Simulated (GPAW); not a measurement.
The system is Si2Ni.

```xyz
3
Lattice="0.0000 2.7030 2.7030 2.7030 0.0000 2.7030 2.7030 2.7030 0.0000" Properties=species:S:1:pos:R:3 pbc="T T T"
Ni    0.0000    0.0000    0.0000
Si    4.0545    4.0545    4.0545
Si    1.3515    1.3515    1.3515
```

Base run:

| Property | Result |
| --- | --- |
| Program | GPAW 26.7.0 |
| Functional | PBEsol |
| Potentials or basis | PAW data sets generated in the run's folder for this functional |
| Cutoff | 600 eV |
| Basis | pw |
| k mesh | 9 × 9 × 9 |
| Occupations | fermi-dirac, width 0.05 eV |
| Spin | collinear spin, ferromagnetic start |
| Starting moments | [1.0, 0.0, 0.0] μB |
| Hubbard terms | Ni d U = 2 eV |

Its results: pressure -0.4 GPa; net moment 0.00 μB per cell.

Question: The run is repeated on the same cell with these changes: hubbard terms from Ni d U = 2 eV to Ni d U = 4 eV. What comes out?

Answer: Pressure -1.3 GPa; net moment 0.00 μB per cell.

Caveats: the stock nickel data set gives pressures a few GPa off other programs; the U is typed as a test and isn't derived for this compound.
